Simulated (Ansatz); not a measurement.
## Minibands of AlN/LiF superlattices

How do the layer thicknesses change the gap of AlN/LiF? The crystals are AlN rock salt(001) and LiF rock salt(001), on a common net of side 2.878 Å (+0.0 % and +0.0 % against typed lattice constants near PBE's). Layer spacings come from each crystal relaxed along the normal on that net, and the joins take the mean spacing. The stacks are then relaxed. The first steps treat the bulk crystals alone.

Method: PBE DFT, plane waves, PAW files, in the first sound run; inputs show where later runs differ, in Ansatz 0.2.0.

The structure was built from a prototype and need not be the compound's stable phase.

## (1) The starting structure

The structure is cubic, space group Fm-3m (No. 225). Conventional cell: a = 4.070 Å, b = 4.070 Å, c = 4.070 Å, α = 90.00°, β = 90.00°, γ = 90.00°. Nearest to N lie 6 Al at 2.03 to 2.04 Å. Nearest to Al lie 6 N at 2.03 to 2.04 Å. Farther neighbours and most contacts between anions are not listed.

Structure file:

```cif
data_structure
_symmetry_space_group_name_H-M 'P 1'
_symmetry_Int_Tables_number 1
_cell_length_a 2.8780
_cell_length_b 2.8780
_cell_length_c 4.0699
_cell_angle_alpha 90.000
_cell_angle_beta 90.000
_cell_angle_gamma 90.000
_cell_volume 33.71
loop_
_atom_site_label
_atom_site_type_symbol
_atom_site_fract_x
_atom_site_fract_y
_atom_site_fract_z
_atom_site_occupancy
N1 N 0.00000 0.00000 0.00000 1
Al2 Al 0.50000 0.50000 0.00000 1
N3 N 0.50000 0.50000 0.50000 1
Al4 Al 0.00000 0.00000 0.50000 1
```

## (2) Relaxing along the normal, crystal AlN rock salt(001)

The crystal is held to the common net and relaxed along the normal.

Input file input.yaml:

```yaml
crystal:
  lattice:
    - [2.878, 0.0, 0.0]
    - [0.0, 2.878, 0.0]
    - [0.0, 0.0, 4.0699253572]
  atoms:
    - { symbol: "N", position: [0.0, 0.0, 0.0] }
    - { symbol: Al, position: [0.5, 0.5, 0.0] }
    - { symbol: "N", position: [0.5, 0.5, 0.5] }
    - { symbol: Al, position: [0.0, 0.0, 0.5] }
kpoints:
  mp_grid: { grid: [8, 8, 6] }
scf:
  occupations: { method: fixed }
  max_iter: 120
hamiltonian:
  xc: pbe
output: {}
relax:
  f_tol: 0.01
  max_steps: 40
  cell: { fix: [a, b, angles] }
```

Launch:

```
$ ansatz run input.yaml --threads 4 --pin off --max-ram 10240MiB --backend cpu --events-out ev --progress --plain --runs-dir out
```

Numbers of over 12 decimals in the logs are rounded to 6 here.

The log of the run:

```text
Engine: ansatz 0.2.0, x86_64-unknown-linux-gnu
Pseudopotentials: kind: paw
Pseudopotential: N, paw, valence charge 5, recommended cutoff 420 eV (normal), N.paw.azcp
Pseudopotential: Al, paw, valence charge 3, recommended cutoff 420 eV (normal), Al.paw.azcp
Functional definition: PBE
  parameter kappa = 0.804
  parameter beta = 0.066725
  exchange = pbe_x(kappa = kappa, mu = beta*pi^2/3)
  correlation = pbe_c(beta = beta)
Crystal: 4 atoms, lattice volume = 33.711 Å³
Basis set: ecut = 420 eV, 673 PW (Γ), exchange–correlation on 40×40×60 points (8 copies of the dense FFT grid, shifted against one another)
Bands: 12, of which v1, the nominal top of the filled ones, is band 8 counted from 1 (7 counted from 0)
Symmetry: 32 space group operations
Space group: I4/mmm (ITA 139), of the structure as read, at distance tolerance 3.2e-5 Å
k-points: 60 of 384
Non-local potential: N, projectors of the file, l = 0: 2, l = 1: 2, l = 2: 1
Non-local potential: Al, projectors of the file, l = 0: 2, l = 1: 2, l = 2: 1
PAW form: soft (Blöchl's): semilocal exchange-correlation on the pseudo side does not see the compensation charge
PAW one-centre angular grid: N, 110 points (default); XC on 64 Gauss nodes
PAW one-centre angular grid: Al, 110 points (default); XC on 64 Gauss nodes
Initial density: superposition of atomic densities (neutral atoms: chi_scale 0, normalization atom), corrected by the library's trained network
Initial wavefunctions: pseudopotential atomic-orbital guess
Functional: x = pbe(κ = 0.804, μ = 0.219515), c = pbe(β = 0.066725)
SCF iter   1: F=—  HF=-1847.832315 eV  |F-HF|=—  |Δ(HF+E_count)|=         —  Δρ=1.25e-3  dr2=1.35e-4  ethr=1.77e-3  ⟨swp⟩=5.1  Hψ=3902  notcnv=0  defer=71
preconditioner: auto → none  [insulator: Δε(μ)=4.437 eV  Ē_g=14.433 eV  n_scr=6 (ndim 8)  ℏωp=25.6 eV  f_vac=0.000  ε∞_Penn≈4.1]
SCF iter   2: F=—  HF=-1847.832629 eV  |F-HF|=—  |Δ(HF+E_count)|=   3.14e-4  Δρ=6.54e-4  dr2=3.87e-5  ethr=8.46e-7  ⟨swp⟩=2.1  Hψ=1774  notcnv=0  defer=111
SCF iter   3: F=—  HF=-1847.833200 eV  |F-HF|=—  |Δ(HF+E_count)|=   5.71e-4  Δρ=2.75e-4  dr2=2.27e-5  ethr=2.42e-7  ⟨swp⟩=2.0  Hψ=1115  notcnv=0  defer=70
iter 4 did not close the SCF: its close was put off for the readings that it lacked (scf_convergence_deferred on its scf_iter line)
SCF iter   4: F=-1847.833195 eV  HF=-1847.833195 eV  |F-HF|=7.21e-8  |Δ(HF+E_count)|=   5.44e-6  Δρ=1.95e-5  dr2=4.49e-8  ethr=1.42e-7  ⟨swp⟩=2.1  Hψ=1108  notcnv=0  defer=71
iter 5 did not close the SCF: its close was put off for the readings that it lacked (scf_convergence_deferred on its scf_iter line)
SCF iter   5: F=-1847.833195 eV  HF=-1847.833195 eV  |F-HF|=3.60e-9  |Δ(HF+E_count)|=   5.83e-8  Δρ=4.59e-6  dr2=2.60e-9  ethr=2.80e-10  ⟨swp⟩=2.4  Hψ=1141  notcnv=0  defer=71
SCF iter   6: F=-1847.833195 eV  HF=-1847.833195 eV  |F-HF|=5.91e-11  |Δ(HF+E_count)|=   4.04e-9  Δρ=5.94e-7  dr2=8.46e-11  ethr=1.63e-11  ⟨swp⟩=1.4  Hψ=2218  notcnv=0
SCF 1 converged in 6 iterations: F = -1847.833195 eV  dr2 = 8.46e-11
  greatest PAW one-centre occupation: 0.784 electrons in one spin orbital (limit 2), on the N atom at site 2 (counted from 0), in its partial waves of l = 0
relax step   1: F+E_penalty+E_count = -1847.83319469 eV  Δ(F+E_penalty+E_count) = +0.000e0 eV  max|allowed force component| = 5.843e-30 eV/Å  Δτ_max = 0.0000 Å  P = +0.094 GPa  Ω = 33.711 Å³  fix = [a, b, alpha, beta, gamma]  reactions: a +0.091, b +0.091 GPa  (6 SCF iters, dr2 threshold 1.00e-7 eV, accepted)
Crystal: 4 atoms, lattice volume = 33.713 Å³
Initial density: handed on by an earlier stage of this run
Initial wavefunctions: those handed on with the density
iter 1 solved again at ethr=1.07e-9 eV; its pass at ethr=3.10e-3 eV (dr2=1.71e-7 eV) is discarded
SCF iter   1: F=—  HF=-1847.832718 eV  |F-HF|=—  |Δ(HF+E_count)|=         —  Δρ=2.52e-5  dr2=1.96e-7  ethr=1.07e-9  ⟨swp⟩=2.4  Hψ=4131  notcnv=0  defer=2
preconditioner: auto → none  [insulator: Δε(μ)=4.437 eV  Ē_g=14.434 eV  n_scr=6 (ndim 8)  ℏωp=25.6 eV  f_vac=0.000  ε∞_Penn≈4.1]
SCF iter   2: F=—  HF=-1847.833188 eV  |F-HF|=—  |Δ(HF+E_count)|=   4.71e-4  Δρ=1.57e-5  dr2=7.00e-8  ethr=1.07e-9  ⟨swp⟩=2.0  Hψ=1200  notcnv=0  defer=2
SCF iter   3: F=-1847.833188 eV  HF=-1847.833188 eV  |F-HF|=3.07e-9  |Δ(HF+E_count)|=   2.16e-8  Δρ=4.63e-6  dr2=5.18e-9  ethr=1.53e-10  ⟨swp⟩=2.3  Hψ=2619  notcnv=0
SCF 2 converged in 3 iterations: F = -1847.833188 eV  dr2 = 5.18e-9
relax step   2: F+E_penalty+E_count = -1847.83318836 eV  Δ(F+E_penalty+E_count) = +6.324e-6 eV  max|allowed force component| = 6.015e-30 eV/Å  Δτ_max = 0.0000 Å  P = +0.077 GPa  Ω = 33.713 Å³  energy of the carried Pulay correction = -7.480e-6 eV  fix = [a, b, alpha, beta, gamma]  reactions: a +0.080, b +0.080 GPa  (3 SCF iters, dr2 threshold 2.44e-8 eV, accepted)
Crystal: 4 atoms, lattice volume = 33.719 Å³
iter 1 solved again at ethr=4.67e-9 eV; its pass at ethr=3.10e-3 eV (dr2=7.48e-7 eV) is discarded
SCF iter   1: F=—  HF=-1847.832700 eV  |F-HF|=—  |Δ(HF+E_count)|=         —  Δρ=5.27e-5  dr2=8.54e-7  ethr=4.67e-9  ⟨swp⟩=2.7  Hψ=4147  notcnv=0  defer=2
preconditioner: auto → none  [insulator: Δε(μ)=4.434 eV  Ē_g=14.432 eV  n_scr=6 (ndim 8)  ℏωp=25.6 eV  f_vac=0.000  ε∞_Penn≈4.1]
SCF iter   2: F=—  HF=-1847.833170 eV  |F-HF|=—  |Δ(HF+E_count)|=   4.71e-4  Δρ=2.59e-5  dr2=1.70e-7  ethr=4.67e-9  ⟨swp⟩=2.0  Hψ=1200  notcnv=0  defer=2
SCF iter   3: F=—  HF=-1847.833170 eV  |F-HF|=—  |Δ(HF+E_count)|=   5.57e-8  Δρ=8.07e-6  dr2=1.58e-8  ethr=1.06e-9  ⟨swp⟩=2.1  Hψ=1090  notcnv=0  defer=2
SCF iter   4: F=-1847.833170 eV  HF=-1847.833170 eV  |F-HF|=7.19e-10  |Δ(HF+E_count)|=   6.03e-9  Δρ=1.69e-6  dr2=1.04e-9  ethr=7.92e-11  ⟨swp⟩=4.0  Hψ=2179  notcnv=0
SCF 3 converged in 4 iterations: F = -1847.833170 eV  dr2 = 1.04e-9
relax step   3: F+E_penalty+E_count = -1847.83317029 eV  Δ(F+E_penalty+E_count) = +1.808e-5 eV  max|allowed force component| = 1.874e-30 eV/Å  Δτ_max = 0.0000 Å  P = +0.034 GPa  Ω = 33.719 Å³  energy of the carried Pulay correction = -2.678e-5 eV  fix = [a, b, alpha, beta, gamma]  reactions: a +0.052, b +0.052 GPa  (4 SCF iters, dr2 threshold 1.27e-8 eV, accepted)
Initial wavefunctions: pseudopotential atomic-orbital guess (no wavefunctions were taken with the density)
iter 1 solved again at ethr=4.01e-9 eV; its pass at ethr=3.10e-3 eV (dr2=6.42e-7 eV) is discarded
SCF iter   1: F=—  HF=-1847.832737 eV  |F-HF|=—  |Δ(HF+E_count)|=         —  Δρ=1.12e-5  dr2=3.56e-8  ethr=4.01e-9  ⟨swp⟩=3.0  Hψ=6060  notcnv=0  defer=98
preconditioner: auto → none  [insulator: Δε(μ)=4.435 eV  Ē_g=14.432 eV  n_scr=6 (ndim 8)  ℏωp=25.6 eV  f_vac=0.000  ε∞_Penn≈4.1]
SCF iter   2: F=—  HF=-1847.833207 eV  |F-HF|=—  |Δ(HF+E_count)|=   4.71e-4  Δρ=1.13e-5  dr2=3.86e-8  ethr=2.22e-10  ⟨swp⟩=2.6  Hψ=1346  notcnv=0  defer=97
SCF iter   3: F=—  HF=-1847.833207 eV  |F-HF|=—  |Δ(HF+E_count)|=   1.02e-8  Δρ=4.58e-6  dr2=5.64e-9  ethr=2.22e-10  ⟨swp⟩=2.0  Hψ=1142  notcnv=0  defer=97
SCF iter   4: F=—  HF=-1847.833207 eV  |F-HF|=—  |Δ(HF+E_count)|=  8.09e-10  Δρ=2.17e-6  dr2=1.09e-9  ethr=3.52e-11  ⟨swp⟩=2.0  Hψ=1101  notcnv=0  defer=98
SCF iter   5: F=-1847.833207 eV  HF=-1847.833207 eV  |F-HF|=1.77e-11  |Δ(HF+E_count)|=  7.82e-11  Δρ=3.77e-7  dr2=3.80e-11  ethr=1.00e-12  ⟨swp⟩=2.9  Hψ=2885  notcnv=0
SCF 4 converged in 5 iterations: F = -1847.833207 eV  dr2 = 3.80e-11
relax step   4: F+E_penalty+E_count = -1847.83320736 eV  Δ(F+E_penalty+E_count) = -3.708e-5 eV  max|allowed force component| = 2.761e-30 eV/Å  Δτ_max = 0.0000 Å  P = +0.035 GPa  Ω = 33.719 Å³  fix = [a, b, alpha, beta, gamma]  reactions: a +0.052, b +0.052 GPa  stress off target by 1.58e-4 GPa on what of the cell is left free  SCF on the basis re-selected at this cell (its energy is not comparable with the rows above)  (5 SCF iters)
basis re-selected at this cell: Δ(F+E_penalty+E_count) = -3.708e-5 eV, ΔP = +0.001 GPa vs the last step (what re-selecting the basis moved, of the pressure what is left beyond the Pulay correction that the steps carried, after the strain that the cell walked since its last selection, with what the two solves' SCF thresholds leave and, on support functions, any second-order correction that the steps lacked; it is no m [...]
SCF converged after 5 iterations
Free energy (F): -1847.833207 eV
Harris-Foulkes:  -1847.833207 eV  (|F-HF|=1.77e-11)
Internal energy: -1847.833207 eV  (E = F + TS)
E sigma→0 (E₀):  -1847.833207 eV
Fermi energy:    10.946627 eV
--- Per-component energies (eV) ---
  E_band       = 74.403060
  E_kinetic    = 324.031431
  E_local      = -342.331813  (includes V_loc(G=0)·N_el)
  E_nonlocal   = 108.195985
  E_hartree    = 124.659464
  E_xc         = -205.842986
  E_vxc        = -219.127053  (∫ρ·V_xc dr)
  E_paw        = -1189.418914  (= ΣΔE_a)
  E_vpaw       = -45.684494  (= ΣTr[D̂ρ^β])
  E_aug_tail   = 0.000195  (compensation charges beyond the density's cutoff)
  E_ewald      = -667.126571
  E_smearing   = -0.000000  (= −TS)
  E_closure    = 0.000000  (closes the sum)
  Σ components = -1847.833207   (vs F -1847.833207, Δ=0.00e0)
--- Forces (eV/Å), atoms counted from 1 ---
  atom   1  N      0.00000000    -0.00000000    -0.00000000
  atom   2  Al    -0.00000000     0.00000000     0.00000000
  atom   3  N      0.00000000    -0.00000000    -0.00000000
  atom   4  Al     0.00000000     0.00000000     0.00000000
  max |Σ_I F_I| component: 7.89e-30 eV/Å
--- Stress (GPa, compression-positive) ---
        0.052058       0.000000      -0.000000
        0.000000       0.052058       0.000000
       -0.000000       0.000000       0.000158
  P = ⅓ Tr σ = 0.0348 GPa (0.348 kbar)
--- Relaxed structure (3 steps of the walk, 3 accepted, 1 SCFs on fresh bases) ---
  F+E_penalty+E_count = -1847.83320736 eV   max|allowed force component| = 2.761e-30 eV/Å   (the final SCF, on the basis selected at the relaxed cell)
  cell:  # Å, volume = 33.7186 Å³
    - [2.878, 0, 0]
    - [0, 2.878, 0]
    - [0, 0, 4.070871]
  atoms:
    - { symbol: N, position: [0, 0, 0] }
    - { symbol: Al, position: [0.5, 0.5, 0] }
    - { symbol: N, position: [0.5, 0.5, 0.500000] }
    - { symbol: Al, position: [0, 0, 0.500000] }
```

Wall time 0.6 s (4 threads of AMD EPYC 9R45, shared host); peak memory 0.38 GiB; 1.8 s of CPU time.

Little changed from the start: no atom moved by 0.005 Å and no cell edge by 0.1 %.

Numbers from this step:

- free energy: -1847.8332 eV
- Fermi energy: 10.95 eV
- pressure: 0.03476 GPa

## (3) Band edges, crystal AlN rock salt(001)

The band edges of this cell are searched, off the mesh as well.

input.yaml: that of step 2 with these lines changed.

```diff
@@ -4,3 +4,3 @@
     - [0.0, 2.878, 0.0]
-    - [0.0, 0.0, 4.0699253572]
+    - [0.0, 0.0, 4.070870764]
   atoms:
@@ -12,2 +12,3 @@
   mp_grid: { grid: [8, 8, 6] }
+  band_path: { path: [VBM, CBM], npoints: 24 }
 scf:
@@ -17,6 +18,7 @@
   xc: pbe
-output: {}
-relax:
-  f_tol: 0.01
-  max_steps: 40
-  cell: { fix: [a, b, angles] }
+output:
+  eigenvalues: true
+checkpoint:
+  write: AlN.run
+  compress: false
+  write_wavefunctions: false
```

The log of the run:

```text
[...]
Crystal: 4 atoms, lattice volume = 33.719 Å³
Basis set: ecut = 420 eV, 673 PW (Γ)
Bands: 12, of which v1, the nominal top of the filled ones, is band 8 counted from 1 (7 counted from 0)
Symmetry: 32 space group operations
[...]
k-points: 60 of 384
[...]
SCF iter   1: F=—  HF=-1847.832392 eV  |F-HF|=—  |Δ(HF+E_count)|=         —  Δρ=1.25e-3  dr2=1.36e-4  ethr=1.77e-3  ⟨swp⟩=5.2  Hψ=3930  notcnv=0  defer=66
[...]
SCF iter   6: F=-1847.832790 eV  HF=-1847.832790 eV  |F-HF|=1.03e-10  |Δ(HF+E_count)|=   4.01e-9  Δρ=7.21e-7  dr2=1.37e-10  ethr=2.20e-11  ⟨swp⟩=3.9  Hψ=3880  notcnv=0
SCF 1 converged in 6 iterations: F = -1847.832790 eV  dr2 = 1.37e-10
[...]
NSCF: frozen V_eff on 40 k-points
[...]
SCF converged after 6 iterations
Free energy (F): -1847.832790 eV
[...]
Internal energy: -1847.832790 eV  (E = F + TS)
E sigma→0 (E₀):  -1847.832790 eV
Fermi energy:    10.946593 eV
[...]
--- Band table (eV; the first three rows and the last of 60) ---
  k-point 0: bands = [... 4 lower, 8.2039, 10.9452, 10.9452, 10.9466, 15.3832, 16.2670, 16.3276, 22.9883]
  k-point 1: bands = [... 4 lower, 8.3422, 10.2591, 10.6900, 10.6900, 15.8142, 16.5076, 16.9907, 21.8489]
  k-point 2: bands = [... 4 lower, 8.7424, 8.7962, 10.0699, 10.0699, 17.0146, 17.2257, 18.2417, 20.0065]
  k-point 59: bands = [... 4 lower, 5.3603, 5.3603, 7.0932, 7.0932, 18.8486, 18.8486, 21.5396, 21.5396]
```

The job ended after 0.46 s (4 threads; peak memory 0.34 GiB).

Numbers from this step:

| Property | Result |
| --- | --- |
| free energy | -1847.8328 eV |
| gap on the k-mesh | 4.435 eV |
| gap on path | 4.435 eV, by band count; negative where bands overlap |
| edge places on path | 0, 1.544 1/A along the path |

The electronic bands at the labelled points (eV, zero at the Fermi level (highest filled level under fixed occupations); v1 is the highest filled band, c1 the lowest empty one):

```tsv
point	v4	v3	v2	v1	c1	c2	c3	c4
VBM	-2.74	0.00	0.00	0.00	4.44	5.32	5.38	12.04
halfway	-3.86	-3.79	-1.59	-1.59	7.46	7.50	7.90	10.59
CBM	-2.75	-2.75	-2.74	-2.74	4.43	4.43	5.32	5.32
```

The searched edges give 4.43 eV, as on the mesh.

## (4) Relaxing along the normal, crystal LiF rock salt(001)

System of this step: LiF. The structure is cubic, space group Fm-3m (No. 225). Conventional cell: a = 4.070 Å, b = 4.070 Å, c = 4.070 Å, α = 90.00°, β = 90.00°, γ = 90.00°. Nearest to F lie 6 Li at 2.03 to 2.04 Å. Li has 6 F at 2.03 to 2.04 Å nearest. Farther neighbours and most contacts between anions are not listed.

The crystal is held to the common net and relaxed along the normal.

Input file input.yaml:

```yaml
crystal:
  lattice:
    - [2.878, 0.0, 0.0]
    - [0.0, 2.878, 0.0]
    - [0.0, 0.0, 4.0699253572]
  atoms:
    - { symbol: F, position: [0.0, 0.0, 0.0] }
    - { symbol: Li, position: [0.5, 0.5, 0.0] }
    - { symbol: F, position: [0.5, 0.5, 0.5] }
    - { symbol: Li, position: [0.0, 0.0, 0.5] }
kpoints:
  mp_grid: { grid: [8, 8, 6] }
scf:
  occupations: { method: fixed }
  max_iter: 120
hamiltonian:
  xc: pbe
output: {}
relax:
  f_tol: 0.01
  max_steps: 40
  cell: { fix: [a, b, angles] }
```

The log of the run:

```text
[...]
Crystal: 4 atoms, lattice volume = 33.711 Å³
Basis set: ecut = 420 eV, 673 PW (Γ), exchange–correlation on 40×40×60 points (8 copies of the dense FFT grid, shifted against one another)
Bands: 14, of which v1, the nominal top of the filled ones, is band 10 counted from 1 (9 counted from 0)
Symmetry: 32 space group operations
[...]
k-points: 60 of 384
[...]
SCF iter   1: F=—  HF=-2032.341089 eV  |F-HF|=—  |Δ(HF+E_count)|=         —  Δρ=4.53e-4  dr2=8.25e-6  ethr=1.77e-3  ⟨swp⟩=3.9  Hψ=3775  notcnv=0  defer=87
[...]
SCF iter   6: F=-2032.341519 eV  HF=-2032.341519 eV  |F-HF|=4.61e-10  |Δ(HF+E_count)|=   1.33e-8  Δρ=1.63e-6  dr2=6.43e-10  ethr=1.09e-10  ⟨swp⟩=2.0  Hψ=2507  notcnv=0
SCF 1 converged in 6 iterations: F = -2032.341519 eV  dr2 = 6.43e-10
[...]
relax step   1: F+E_penalty+E_count = -2032.34151916 eV  Δ(F+E_penalty+E_count) = +0.000e0 eV  max|allowed force component| = 7.043e-29 eV/Å  Δτ_max = 0.0000 Å  P = -0.102 GPa  Ω = 33.711 Å³  fix = [a, b, alpha, beta, gamma]  reactions: a -0.103, b -0.103 GPa  (6 SCF iters, dr2 threshold 1.00e-7 eV, accepted)
Crystal: 4 atoms, lattice volume = 33.705 Å³
[...]
SCF iter   1: F=—  HF=-2032.341144 eV  |F-HF|=—  |Δ(HF+E_count)|=         —  Δρ=1.60e-5  dr2=4.55e-8  ethr=1.89e-10  ⟨swp⟩=2.0  Hψ=4222  notcnv=0  defer=15
automatic band count: iteration 1 solves 13 bands in place of 14: the levels show a gap, and the empty bands left out lie too high to hold charge; the band table lists the bands solved (type scf.n_extra_bands for more)
[...]
SCF iter   2: F=—  HF=-2032.341545 eV  |F-HF|=—  |Δ(HF+E_count)|=   4.01e-4  Δρ=1.37e-5  dr2=2.73e-8  ethr=1.89e-10  ⟨swp⟩=3.2  Hψ=1819  notcnv=0  defer=50
SCF iter   3: F=-2032.341545 eV  HF=-2032.341545 eV  |F-HF|=1.45e-9  |Δ(HF+E_count)|=   4.73e-9  Δρ=5.31e-6  dr2=4.52e-9  ethr=1.24e-10  ⟨swp⟩=3.7  Hψ=2236  notcnv=0
SCF 2 converged in 3 iterations: F = -2032.341545 eV  dr2 = 4.52e-9
relax step   2: F+E_penalty+E_count = -2032.34154482 eV  Δ(F+E_penalty+E_count) = -2.567e-5 eV  max|allowed force component| = 1.085e-30 eV/Å  Δτ_max = 0.0000 Å  P = -0.089 GPa  Ω = 33.705 Å³  energy of the carried Pulay correction = +2.262e-5 eV  fix = [a, b, alpha, beta, gamma]  reactions: a -0.094, b -0.094 GPa  (3 SCF iters, dr2 threshold 2.49e-8 eV, accepted)
Crystal: 4 atoms, lattice volume = 33.684 Å³
[...]
SCF iter   4: F=-2032.341638 eV  HF=-2032.341638 eV  |F-HF|=1.16e-9  |Δ(HF+E_count)|=   4.98e-9  Δρ=2.31e-6  dr2=6.97e-10  ethr=7.88e-11  ⟨swp⟩=3.8  Hψ=2363  notcnv=0
SCF 3 converged in 4 iterations: F = -2032.341638 eV  dr2 = 6.97e-10
relax step   3: F+E_penalty+E_count = -2032.34163833 eV  Δ(F+E_penalty+E_count) = -9.351e-5 eV  max|allowed force component| = 2.391e-30 eV/Å  Δτ_max = 0.0000 Å  P = -0.041 GPa  Ω = 33.684 Å³  energy of the carried Pulay correction = +1.107e-4 eV  fix = [a, b, alpha, beta, gamma]  reactions: a -0.061, b -0.061 GPa  (4 SCF iters, dr2 threshold 1.58e-8 eV, accepted)
[...]
SCF iter   5: F=-2032.341506 eV  HF=-2032.341506 eV  |F-HF|=6.59e-12  |Δ(HF+E_count)|=  4.77e-10  Δρ=2.05e-7  dr2=4.60e-12  ethr=1.00e-12  ⟨swp⟩=4.0  Hψ=2633  notcnv=0
SCF 4 converged in 5 iterations: F = -2032.341506 eV  dr2 = 4.60e-12
relax step   4: F+E_penalty+E_count = -2032.34150606 eV  Δ(F+E_penalty+E_count) = +1.323e-4 eV  max|allowed force component| = 1.047e-29 eV/Å  Δτ_max = 0.0000 Å  P = -0.048 GPa  Ω = 33.684 Å³  fix = [a, b, alpha, beta, gamma]  reactions: a -0.066, b -0.066 GPa  stress off target by 1.35e-2 GPa on what of the cell is left free  SCF on the basis re-selected at this cell (its energy is not comparable with the rows above)  (5 SCF iters)
basis re-selected at this cell: Δ(F+E_penalty+E_count) = +1.323e-4 eV, ΔP = -0.007 GPa vs the last step (what re-selecting the basis moved, of the pressure what is left beyond the Pulay correction that the steps carried, after the strain that the cell walked since its last selection, with what the two solves' SCF thresholds leave and, on support functions, any second-order correction that the steps lacked; it is no m [...]
SCF converged after 5 iterations
Free energy (F): -2032.341506 eV
[...]
Internal energy: -2032.341506 eV  (E = F + TS)
E sigma→0 (E₀):  -2032.341506 eV
Fermi energy:    0.759614 eV
[...]
--- Stress (GPa, compression-positive) ---
       -0.065725       0.000000      -0.000000
        0.000000      -0.065725      -0.000000
       -0.000000      -0.000000      -0.013496
  P = ⅓ Tr σ = -0.0483 GPa (-0.483 kbar)
--- Relaxed structure (3 steps of the walk, 3 accepted, 1 SCFs on fresh bases) ---
[...]
cell:  # Å, volume = 33.6840 Å³
    - [2.878, 0, 0]
    - [0, 2.878, 0]
    - [0, 0, 4.066701]
  atoms:
    - { symbol: F, position: [0, 0, 0] }
    - { symbol: Li, position: [0.5, 0.5, 0] }
    - { symbol: F, position: [0.5, 0.5, 0.500000] }
    - { symbol: Li, position: [0, 0, 0.500000] }
```

Elapsed: 0.6 s, on 4 threads; peak memory 0.37 GiB.

Little changed from the start: no atom moved by 0.005 Å and no cell edge by 0.1 %.

This step gave:

```yaml
free_energy: -2032.3415 eV
fermi_energy: 0.7596 eV
pressure: -0.04832 GPa
```

(Continued in part 2 of 4.)

[Logs are printed without paths, hosts, clocks, repeated set-up lines and the standing remarks that a program may print on its own settings, such as how far it seeks lower states.]

[Hosts, paths, dates, database ids (printed as entryN), source tags and the programs' standing remarks are cut or masked in the printed files.]
